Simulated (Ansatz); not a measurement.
BaTiO3 (P4mm), computed twice by G0W0.

```xyz
5
Lattice="3.9905 0.0000 0.0000 0.0000 3.9905 0.0000 0.0000 0.0000 4.0230" Properties=species:S:1:pos:R:3 pbc="T T T"
Ba    0.0000    0.0000    0.0000
Ti    1.9952    1.9952    2.1000
O     1.9952    1.9952    3.9385
O     1.9952    0.0000    1.9632
O     0.0000    1.9952    1.9632
```

The cell and positions come from the Crystallography Open Database and are kept as given unless a step says otherwise. Spin-orbit coupling is left out unless a run names it. PAW set soft_2, made with PBE.

The first (Ansatz 0.2.0; start PBE, 4×4×4 mesh, 191 empty bands, screening to 120 eV, plasmon pole; 1 × NVIDIA H100 80GB HBM3 (shared by 6 runs) with 3 threads of AMD EPYC 7R13 (Zen 3), shared host) gave, on its mesh: starting gap 1.86 eV, G0W0 gap 3.32 eV, RPA ε∞ (mean) 6.06, 28 s.

Question: The second changes files from default PAW to hard PAW and frequency model from plasmon pole to contour deformation. What does it give?

It gave: starting gap 1.85 eV, G0W0 gap 3.33 eV, RPA ε∞ (mean) 6.07, 21 s. The G0W0 gap moves by +0.01 eV, −0.01 eV from the start and +0.02 eV from the correction. Σc changes by −0.08 eV at the valence top and −0.06 eV at the conduction bottom, and Σx − Vxc between them by −0.002 eV.

Limits: not at the basis limit; no spin-orbit coupling; coarse k mesh.

[Paths, hosts, dates, memory and timing lines, banners, echoed tables and standing remarks are left out of the program output.]

[Logs are printed without paths, hosts, clocks, repeated set-up lines and the standing remarks that a program may print on its own settings, such as how far it seeks lower states.]

[Runs of the session that timed out or met a known fault of the program may be left out.]

[Cells called generated may have been cut or substituted from an entry of the Crystallography Open Database or the Materials Project.]

[Hosts, paths, dates, database ids (printed as entryN), source tags and the programs' standing remarks are cut or masked in the printed files.]
